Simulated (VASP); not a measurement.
# MgH2 (Fm-3m) in VASP: further runs

The runs below take MgH2 through single point, with PBE, r2SCAN.

All numbers are computed with VASP 6.6.1; they aren't measurements. Logs are shortened: lines on timing, memory, paths and dates and some standing lists are left out, and cuts for length are marked.

## Step 1: The crystal as given

It takes space group Fm-3m (No. 225, cubic). The conventional cell has a = 4.730 Å, b = 4.730 Å, c = 4.730 Å, α = 90.00°, β = 90.00°, γ = 90.00°. Mg (site symmetry m-3m) is surrounded by 8 H at 2.05 Å. Around H (site symmetry -43m) lie 4 Mg at 2.05 Å.

The cell was built by a generator and needn't be a form met in nature.

## Step 2: Single point, PBE

The input, INCAR:

```
SYSTEM = MgH2
ALGO     = Fast           ! electronic algorithm
EDIFF    = 1E-6           ! SCF threshold, eV
ENCUT    = 520            ! plane-wave cutoff, eV
GGA      = PE             ! functional
ISIF     = 2              ! what is computed and relaxed
ISMEAR   = -1             ! smearing method
LASPH    = .TRUE.         ! aspherical terms in the spheres
LCHARG   = .FALSE.        ! write CHGCAR
LREAL    = .FALSE.        ! projectors in reciprocal space
LWAVE    = .FALSE.        ! write WAVECAR
NBANDS   = 9              ! bands
NELM     = 100            ! most SCF steps
PREC     = Accurate       ! precision mode
SIGMA    = 0.02           ! smearing width, eV
```

The input, KPOINTS:

```
k-points
0
G
  8 8 8
  0 0 0
```

The input, POSCAR:

```
MgH2
1.0
    0.0000000000      2.3649613283      2.3649613283
    2.3649613283      0.0000000000      2.3649613283
    2.3649613283      2.3649613283      0.0000000000
Mg H
1 2
Direct
    0.0000000000      0.0000000000      0.0000000000
    0.2500000000      0.2500000000      0.2500000000
    0.7500000000      0.7500000000      0.7500000000
```

Potentials or basis: VASP PAW PBE potentials, release 64 (Mg, H).

Command:

```console
> cat potpaw_PBE.64/Mg/POTCAR potpaw_PBE.64/H/POTCAR > POTCAR
> mpirun -np 1 vasp_std > vasp.out
```

OUTCAR:

```text
SYSTEM = MgH2
   EDIFF = 1E-6
   ENCUT = 520
   GGA = PE
   ISIF = 2
   ISMEAR = -1
   LASPH = .TRUE.
   LREAL = .FALSE.
   NELM = 100
   PREC = Accurate

 ion  position               nearest neighbor table
   1  0.000  0.000  0.000-   2 2.05   3 2.05   3 2.05   3 2.05   3 2.05   2 2.05   2 2.05   2 2.05

   2  0.250  0.250  0.250-   1 2.05   1 2.05   1 2.05   1 2.05
   3  0.750  0.750  0.750-   1 2.05   1 2.05   1 2.05   1 2.05

  LATTYP: Found a face centered cubic cell.
 ALAT       =     4.7299226566

  Lattice vectors:

 A1 = (   0.0000000000,   2.3649613283,   2.3649613283)
 A2 = (   2.3649613283,   0.0000000000,   2.3649613283)
 A3 = (   2.3649613283,   2.3649613283,   0.0000000000)

Analysis of symmetry for initial positions (statically):
=====================================================================
 Subroutine PRICEL returns:
 Original cell was already a primitive cell.

 Routine SETGRP: Setting up the symmetry group for a
 face centered cubic supercell.

 Subroutine GETGRP returns: Found 48 space group operations
 (whereof 48 operations were pure point group operations)
 out of a pool of 48 trial point group operations.

The static configuration has the point symmetry O_h .

Analysis of symmetry for dynamics (positions and initial velocities):
=====================================================================
 Subroutine PRICEL returns:
 Original cell was already a primitive cell.

 Routine SETGRP: Setting up the symmetry group for a
 face centered cubic supercell.

 Subroutine GETGRP returns: Found 48 space group operations
 (whereof 48 operations were pure point group operations)
 out of a pool of 48 trial point group operations.

The dynamic configuration has the point symmetry O_h .

 Subroutine INISYM returns: Found 48 space group operations
 (whereof 48 operations are pure point group operations),
 and found     1 'primitive' translations

----------------------------------------------------------------------------------------

                                     Primitive cell

  volume of cell :      26.4547

  direct lattice vectors                    reciprocal lattice vectors
     0.000000000  2.364961328  2.364961328    -0.211419948  0.211419948  0.211419948
     2.364961328  0.000000000  2.364961328     0.211419948 -0.211419948  0.211419948
     2.364961328  2.364961328  0.000000000     0.211419948  0.211419948 -0.211419948

  length of vectors
     3.344560385  3.344560385  3.344560385     0.366190091  0.366190091  0.366190091

  position of ions in fractional coordinates (direct lattice)
     0.000000000  0.000000000  0.000000000
     0.250000000  0.250000000  0.250000000
     0.750000000  0.750000000  0.750000000

  ion indices of the primitive-cell ions
   primitive index   ion index
                 1           1
                 2           2
                 3           3

----------------------------------------------------------------------------------------

 KPOINTS: k-points

Automatic generation of k-mesh.
 Grid dimensions read from file:
 generate k-points for:    8    8    8

 Generating k-lattice:

  Cartesian coordinates                     Fractional coordinates (reciprocal lattice)
    -0.026427493  0.026427493  0.026427493     0.125000000  0.000000000  0.000000000
     0.026427493 -0.026427493  0.026427493     0.000000000  0.125000000  0.000000000
     0.026427493  0.026427493 -0.026427493     0.000000000  0.000000000  0.125000000

  Length of vectors
     0.045773761  0.045773761  0.045773761

  Shift w.r.t. Gamma in fractional coordinates (k-lattice)
     0.000000000  0.000000000  0.000000000

 Subroutine IBZKPT returns following result:
 ===========================================

 Found     29 irreducible k-points:

 Following reciprocal coordinates:
            Coordinates               Weight
  0.000000  0.000000  0.000000      1.000000
  0.125000  0.000000  0.000000      8.000000
  0.250000  0.000000  0.000000      8.000000
  0.375000  0.000000  0.000000      8.000000
  0.500000  0.000000  0.000000      4.000000
  0.125000  0.125000  0.000000      6.000000
[... 16 lines left out ...]
  0.500000  0.250000  0.125000     48.000000
 -0.375000  0.250000  0.125000     24.000000
 [... further k-points ...]
   k-points           NKPTS =     29   k-points in BZ     NKDIM =     29   number of bands    NBANDS=      9
   number of dos      NEDOS =    301   number of ions     NIONS =      3
   total plane-waves  NPLWV =  21952
   dimension x,y,z NGX =    28 NGY =   28 NGZ =   28
   dimension x,y,z NGXF=    56 NGYF=   56 NGZF=   56
   ions per type =               1   2
   NGX,Y,Z   is equivalent  to a cutoff of  13.92, 13.92, 13.92 a.u.
   NGXF,Y,Z  is equivalent  to a cutoff of  27.84, 27.84, 27.84 a.u.
 SYSTEM =  MgH2
   PREC   = accura    normal or accurate (medium, high low for compatibility)
   ISTART =      0    job   : 0-new  1-cont  2-samecut
   ICHARG =      2    charge: 1-file 2-atom 10-const
   ISPIN  =      1    spin polarized calculation?
   LNONCOLLINEAR =      F non collinear calculations
   LSORBIT =      F    spin-orbit coupling
   LASPH  =      T    aspherical Exc in radial PAW
   ENCUT  =  520.0 eV  38.22 Ry    6.18 a.u.   6.22  6.22  6.22*2*pi/ulx,y,z
   NELM   =    100;   NELMIN=  2; NELMDL= -5     # of ELM steps
   EDIFF  = 0.1E-05   stopping-criterion for ELM
   LREAL  =      F    real-space projection
   EDIFFG = 0.1E-04   stopping-criterion for IOM
   NSW    =      0    number of steps for IOM
   IBRION =     -1    ionic relax: 0-MD 1-quasi-New 2-CG
   NFREE  =      0    steps in history (QN), initial steepest desc. (CG)
   ISIF   =      2    stress and relaxation
   ISYM   =      2    0-nonsym 1-usesym 2-fastsym
   POTIM  = 0.5000    time-step for ionic-motion
   TEBEG  =    0.0;   TEEND  =   0.0 temperature during run
   PSTRESS=    0.0 pullay stress
   NELECT =       4.0000    total number of electrons
   NUPDOWN=      -1.0000    fix difference up-down
   EMIN   =  10.00;   EMAX   =-10.00  energy-range for DOS
   EFERMI =   0.00;   METHOD = LEGACY
   ISMEAR =    -1;   SIGMA  =   0.02  broadening in eV -4-tet -1-fermi 0-gaus
   EFERMI_NEDOS =   21; number of points for ismear=-14 and -15
   IALGO  =     68    algorithm
   IMIX   =      4    mixing-type and parameters
     AMIX     =   0.40;   BMIX     =  1.00
     AMIX_MAG =   1.60;   BMIX_MAG =  1.00
  volume/ion in A,a.u.               =       8.82        59.51
  Fermi-wavevector in a.u.,A,eV,Ry     =   0.872156  1.648136 10.349352  0.760656
  Thomas-Fermi vector in A             =   1.991365
   LORBIT       =      0    0 simple, 1 ext, 2 COOP (PROOUT), +10 PAW based schemes
   GGA     = PE    functional components
   LHFCALC =     F    Hartree Fock is set to
   AEXX    =    0.0000 exact exchange contribution
   IVDW    =     0    specifies the selected vdW correction
   LEPSILON=     F    determine dielectric tensor
   LRPA    =     F    only Hartree local field effects (RPA)
 non-spin polarized calculation
 RMM-DIIS sequential band-by-band and
  energy-cutoff  :      520.00
  volume of cell :       26.45
 maximum number of plane-waves:       725
 NGX is ok and might be reduce to    28
   NGX = 13   NGY = 13   NGZ = 13

 number of electron       4.0000000 magnetization

 Free energy of the ion-electron system (eV)
  ---------------------------------------------------
  ext. energy  EPLUGINS =         0.00000000
  ---------------------------------------------------
  free energy    TOTEN  =        -8.49649148 eV

  energy without entropy =       -8.49634742  energy(sigma->0) =       -8.49641945

 E-fermi :   3.1772     XC(G=0):  -9.0233

 val. band max:        3.0947804789   @ k =  -0.3750   0.5000   0.1250
 cond. band min:       3.2457995711   @ k =   0.1250   0.1250   0.0000
 fundamental gap:      0.1510190922
 Fermi energy:         3.1772392624

 k-point     1 :       0.0000    0.0000    0.0000
  band No.  band energies     occupation
      1      -7.0302      2.00000
      2       3.9900      0.00000
      3      12.4642      0.00000
      4      12.4642      0.00000
      5      12.4642      0.00000
      6      15.1456      0.00000
      7      15.1456      0.00000
      8      15.1456      0.00000
      9      15.8596      0.00000

 k-point     2 :       0.1250    0.0000    0.0000
  band No.  band energies     occupation
      1      -6.7412      2.00000
      2       3.3378      0.00065
      3      11.2978      0.00000
      4      12.1067      0.00000
      5      12.1067      0.00000
      6      14.7002      0.00000
      7      15.9634      0.00000
      8      15.9634      0.00000
      9      16.6658      0.00000

 k-point     3 :       0.2500    0.0000    0.0000
  band No.  band energies     occupation
      1      -5.8869      2.00000
      2       1.6327      2.00000
      3      10.1147      0.00000
      4      11.7097      0.00000
      5      11.7097      0.00000
      6      12.8575      0.00000
      7      14.8759      0.00000
      8      14.8759      0.00000
      9      18.2055      0.00000

 k-point     4 :       0.3750    0.0000    0.0000
  band No.  band energies     occupation
      1      -4.5071      2.00000
      2      -0.5389      2.00000
      3       9.7326      0.00000
      4      11.2966      0.00000
      5      11.7201      0.00000
      6      11.7201      0.00000
      7      13.2967      0.00000
      8      13.2967      0.00000
      9      20.8446      0.00000
[... 205 lines left out ...]
 k-point    22 :       0.3750    0.2500    0.1250
  band No.  band energies     occupation
      1      -5.1589      2.00000
      2       1.1529      2.00000
      3       7.6803      0.00000
      4       8.9056      0.00000
      5      10.7464      0.00000
      6      14.5208      0.00000
      7      15.1612      0.00000
      8      16.3966      0.00000
      9      19.7260      0.00000

 k-point    23 :       0.5000    0.2500    0.1250
  band No.  band energies     occupation
      1      -3.8444      2.00000
      2      -0.3644      2.00000
      3       6.4656      0.00000
      4       7.4130      0.00000
      5      11.3636      0.00000
      6      13.2594      0.00000
      7      16.2959      0.00000
      8      17.6958      0.00000
      9      19.0144      0.00000

 k-point    24 :      -0.3750    0.2500    0.1250
  band No.  band energies     occupation
      1      -2.1853      2.00000
      2      -2.1404      2.00000
      3       6.2199      0.00000
      4       6.7714      0.00000
      5      12.1039      0.00000
      6      12.1261      0.00000
      7      17.5516      0.00000
      8      17.8778      0.00000
      9      19.4045      0.00000

 [... further k-points ...]

------------------------ aborting loop because EDIFF is reached ----------------------------------------

  FORCE on cell =-STRESS in cart. coord.  units (eV):
  Direction    XX          YY          ZZ          XY          YZ          ZX
  --------------------------------------------------------------------------------------
  -------------------------------------------------------------------------------------
  Total        0.0889476      0.0889476      0.0889476      0.0000000      0.0000000      0.0000000
  in kB        5.3869475      5.3869475      5.3869475      0.0000000      0.0000000      0.0000000
  external PRESSURE =       5.3869475 kB  Pullay stress =       0.0000000 kB

 VOLUME and BASIS-vectors are now :
 -----------------------------------------------------------------------------
  energy-cutoff  :      520.00
  volume of cell :       26.45
      direct lattice vectors                 reciprocal lattice vectors
     0.000000000  2.364961328  2.364961328    -0.211419948  0.211419948  0.211419948
     2.364961328  0.000000000  2.364961328     0.211419948 -0.211419948  0.211419948
     2.364961328  2.364961328  0.000000000     0.211419948  0.211419948 -0.211419948

 POSITION                                       TOTAL-FORCE (eV/Angst)
 -----------------------------------------------------------------------------------
      0.00000      0.00000      0.00000         0.000000     -0.000000     -0.000000
      1.18248      1.18248      1.18248        -0.000000     -0.000000     -0.000000
      3.54744      3.54744      3.54744         0.000000      0.000000      0.000000
 -----------------------------------------------------------------------------------
    total drift:                                0.000000      0.000000      0.000000

  FREE ENERGIE OF THE ION-ELECTRON SYSTEM (eV)
  ---------------------------------------------------
  free  energy   TOTEN  =        -8.4964914783 eV

  energy  without entropy=       -8.4963474200  energy(sigma->0) =       -8.49641945
```

Run time: 5.3 s. Hardware: 1 thread of Intel Xeon 6975P-C (Granite Rapids), shared host; peak memory 0.15 GiB.

What came out:

```yaml
Free_energy: -8.4965 eV
Pressure: 0.5 GPa
Band_gap_on_the_k_mesh: none (metal or under the smearing width)
```

## Step 3: Single point, r2SCAN

POSCAR is that of step 2.

The input, INCAR.step1:

```
SYSTEM = MgH2
PREC = Accurate
ENCUT = 520
ISMEAR = -1
SIGMA = 0.02
LREAL = .FALSE.
LASPH = .TRUE.
NELM = 80
NBANDS = 9
GGA = PE
ALGO = Normal
EDIFF = 1E-4
LWAVE = .TRUE.
LCHARG = .FALSE.
```

The input, INCAR.step2:

```
SYSTEM = MgH2
PREC = Accurate
ENCUT = 520
EDIFF = 1E-6
ISMEAR = -1
SIGMA = 0.02
LREAL = .FALSE.
LASPH = .TRUE.
NELM = 80
ALGO = Normal
ISIF = 2
LWAVE = .FALSE.
LCHARG = .TRUE.
METAGGA = R2SCAN
LMIXTAU = .TRUE.
LELF = .TRUE.
LVHAR = .TRUE.
NBANDS = 9
ISTART = 1
```

The input, KPOINTS:

```
Automatic mesh
0
G
  8 8 8
  0 0 0
```

Potentials or basis: VASP PAW PBE potentials, release 64 (Mg, H).

Command:

```console
> cat potpaw_PBE.64/Mg/POTCAR potpaw_PBE.64/H/POTCAR > POTCAR
> cp INCAR.step1 INCAR
> mpirun -np 1 vasp_std > vasp.out
> cp INCAR.step2 INCAR
> mpirun -np 1 vasp_std > vasp.out
```

Run time: 20 s. Hardware: 1 thread of Intel Xeon 6975P-C (Granite Rapids), shared host; peak memory 0.16 GiB.

The run converged. Its results:

| Item | Value |
| --- | --- |
| Free energy | -11.5222 eV |
| Pressure | -0.6 GPa |
| Band gap on the k mesh | none (metal or under the smearing width) |

Levels at points of the mesh, in eV from the Fermi level:
```
           k point  band 1  band 2  band 3  band 4  band 5
(0.00, 0.00, 0.00)  -10.70    0.66    9.59    9.59    9.59
(0.50, 0.00, 0.00)   -6.25   -6.18    7.10    7.92    9.39
(0.50, 0.50, 0.00)   -6.35   -2.84   -0.28    4.93    4.93
```

Caveat: the PAW data sets were made with another functional, which shifts forces and pressure a little.

## Step 4: Single point, PBE

The input, INCAR:

```
PREC = Accurate ; ENCUT = 520
EDIFF = 1E-6 ; ISMEAR = -1
SIGMA = 0.02 ; LREAL = F
LASPH = T ; NELM = 100
ALGO = Normal ; ISIF = 2
LWAVE = F ; LCHARG = F
GGA = PE ; NBANDS = 9
```

The input, KPOINTS:

```
Automatic mesh
0
Gamma
  8 8 8
```

POSCAR is that of step 3.

Command:

```console
> cat potpaw_PBE.64/Mg/POTCAR potpaw_PBE.64/H/POTCAR > POTCAR
> mpirun -np 1 vasp_std > vasp.out
```

Wall time 4.8 s (1 thread of Intel Xeon 6975P-C (Granite Rapids), shared host); peak memory 0.15 GiB.

Results (log left out):

* Free energy: -8.4965 eV
* Pressure: 0.5 GPa
* Band gap on the k mesh: none (metal or under the smearing width)

Levels at points of the mesh, in eV from the Fermi level:
| k point | band 1 | band 2 | band 3 | band 4 | band 5 |
| --- | --- | --- | --- | --- | --- |
| (0.00, 0.00, 0.00) | -10.21 | 0.81 | 9.29 | 9.29 | 9.29 |
| (0.50, 0.00, 0.00) | -5.90 | -5.81 | 6.73 | 7.29 | 8.98 |
| (0.50, 0.50, 0.00) | -5.91 | -2.51 | -0.49 | 4.65 | 4.65 |

## Step 5: Single point, PBE

The input, INCAR:

```
SYSTEM = MgH2
PREC = Accurate
ENCUT = 520
EDIFF = 1E-7
ISMEAR = -1
SIGMA = 0.02
LREAL = .False.
LASPH = .True.
NELM = 60
ALGO = Normal
ISIF = 2
LWAVE = .False.
LCHARG = .False.
GGA = PE
NBANDS = 9
```

The input, KPOINTS:

```
regular mesh
0
Gamma
  8 8 8
  0 0 0
```

POSCAR is that of step 4.

Command:

```console
> cat potpaw_PBE.64/Mg/POTCAR potpaw_PBE.64/H/POTCAR > POTCAR
> mpirun -np 1 vasp_std > vasp.out
```

Run time: 5.2 s. Hardware: 1 thread of Intel Xeon 6975P-C (Granite Rapids), shared host; peak memory 0.15 GiB.

Results (log left out):

| Item | Value |
| --- | --- |
| Free energy | -8.4965 eV |
| Pressure | 0.5 GPa |
| Band gap on the k mesh | none (metal or under the smearing width) |

Levels at points of the mesh, in eV from the Fermi level:
```tsv
k point	band 1	band 2	band 3	band 4	band 5	band 6
(0.00, 0.00, 0.00)	-10.21	0.81	9.29	9.29	9.29	11.97
(0.50, 0.00, 0.00)	-5.90	-5.81	6.73	7.29	8.98	8.98
(0.50, 0.50, 0.00)	-5.91	-2.51	-0.49	4.65	4.65	7.94
```
